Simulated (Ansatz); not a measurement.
## CuSbSe4 polymorphs, one row open

These are results of DFT PBE, scalar-relativistic, plane waves, PAW in Ansatz, not measurements. Settings: cutoff 420 eV, Γ-centred meshes spaced at most about 0.3 Å⁻¹, and about 0.25 Å⁻¹ or finer for metals (2π included), Gaussian smearing. No spin polarisation.

Temperature and zero-point effects are left out. Rows are sorted by volume; energies count from the lowest form computed. Coordination counts Se atoms around Cu and Sb (those within 1.25 times the shortest such distance or 1.15 times the sum of covalent radii; a plus sign parts nearer from farther groups).

| row | form | source | atoms | coordination | V (Å³/atom) | gap on mesh (eV) | ΔE (meV/atom) |
| --- | --- | --- | --- | --- | --- | --- | --- |
| 1 | P-6m2 | invented | 6 | Cu 6, Sb 6 | 23.1 | 0 | 19 |
| 2 | R-3m | invented | 6 | Cu 8, Sb 6+2 | 23.5 | 0 | 88 |
| 3 | P4mm | invented | 6 | Cu 4, Sb 8 | 24.5 | 0 | 142 |
| 4 | I-42m | invented | 6 | Cu 4, Sb 4 | 28.4 | 0 | ? |
| 5 | P2/m | invented | 6 | Cu 4, Sb 6 | 31.3 | 0 | 0 |

The cell of row 4:

```cif
data_structure
_symmetry_space_group_name_H-M 'P 1'
_symmetry_Int_Tables_number 1
_cell_length_a 7.2683
_cell_length_b 7.2683
_cell_length_c 7.2683
_cell_angle_alpha 137.982
_cell_angle_beta 137.982
_cell_angle_gamma 60.930
_cell_volume 170.15
loop_
_atom_site_label
_atom_site_type_symbol
_atom_site_fract_x
_atom_site_fract_y
_atom_site_fract_z
_atom_site_occupancy
Cu1 Cu 0.50000 0.50000 0.00000 1
Sb1 Sb 0.00000 0.00000 0.00000 1
Se1 Se 0.39464 0.39464 0.53086 1
Se2 Se 0.60536 0.13622 0.00000 1
Se3 Se 0.86378 0.86378 0.46914 1
Se4 Se 0.13622 0.60536 0.00000 1
```

Question: Estimate the missing energy, and say where the row ranks.

Answer: 72 meV/atom, which puts it above row 1 and below row 2. Counting Se atoms around Cu and Sb, row 4 has Cu 4, Sb 4 and the lowest form (row 5) has Cu 4, Sb 6.

An observed structure of this formula, if there is one, may be missing.

For metals, differences of a few meV/atom aren't resolved. Weakly bound directions are ill-defined at this level, which has no dispersion term (P2/m, P-6m2, I-42m), and this can change margins and order among such cells. These runs have no spin–orbit coupling, which can matter for Sb. No Hubbard U is applied to the 3d shell of Cu. Cells relaxed within their symmetry can be saddle points. Some candidate types were left out of the draw beforehand, so a known form may be missing.
